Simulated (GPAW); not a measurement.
Crystal: TaS2.

```
Ta S
1.0
     3.35000    0.00000    0.00000
    -1.67500    2.90119    0.00000
     0.00000    0.00000    5.86000
Ta S
1 2
Direct
  0.00000 0.00000 0.00000
  0.66667 0.33333 0.75000
  0.33333 0.66667 0.25000
```

Base run:

| Item | Value |
| --- | --- |
| Program | GPAW 26.7.0 |
| Functional | PBE |
| Potentials or basis | GPAW PAW data sets (gpaw-data 1.2.1) |
| Cutoff | 600 eV |
| Basis | pw |
| k mesh | 7 × 7 × 4 |
| Occupations | fermi-dirac, width 0.05 eV |
| Spin | no spin polarisation |
| Hubbard terms | Ta d U = 5 eV |

Its results: pressure 14.5 GPa; largest force 1.574 eV/Å.

Q: The run is repeated on the same cell with these changes: functional from PBE to r2SCAN; band points from 100 to 60. What comes out?

A: Pressure 13.1 GPa; largest force 1.232 eV/Å.

Caveats: U without spin polarisation on a metal has little footing; this functional lacks dispersion, which binds the layers, so the pressure and a relaxed spacing across them are unreliable (some runs); forces of over 1 eV/Å show positions far from the minimum, so gaps and moduli don't describe the material at rest (some runs); the PAW data sets were made with another functional, which shifts forces and pressure a little (some runs).
